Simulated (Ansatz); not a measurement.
Ag under changes of volume

One of the cells (17.048 Å³/atom); the others are scaled copies at fixed shape and fractional positions:

```
Ag
1.0
     0.00000    2.04275    2.04275
     2.04275    0.00000    2.04275
     2.04275    2.04275    0.00000
Ag
1
Cartesian
  0.0000 0.0000 0.0000
```

```yaml
Program: Ansatz 0.2.0
Functional: r2SCAN0
Potentials_or_basis: Ansatz PAW
Cutoff: "500 eV (not typed: the program's choice for these potentials)"
k_mesh: 6 × 6 × 6
Occupations: fermi-dirac, width 0.05 eV
Spin: no spin polarisation
```

```csv
volume (Å³/atom),energy over the lowest point (meV/atom),pressure (GPa)
16.025,56.56,11.2
16.366,36.12,8.1
16.707,21.87,5.4
17.048,12.95,3.0
17.389,?,?
17.730,0.00,0.2
18.071,1.32,-1.5
```

Problem. What does the run at 17.389 Å³/atom give?

Solution. Energy over the lowest point 2.30 meV/atom; pressure 2.1 GPa.

The energies don't lie on one smooth curve, so no fit is given. The run at 17.048 Å³/atom lies farthest off, from a change of basis, grid or state.

Energies are extrapolated to zero smearing.

Caveats: all runs use coarse meshes; the PAW data sets come from PBE, with cores solved anew for the run's functional, which leaves a small shift of forces and pressure; the thresholds are loose for stress.
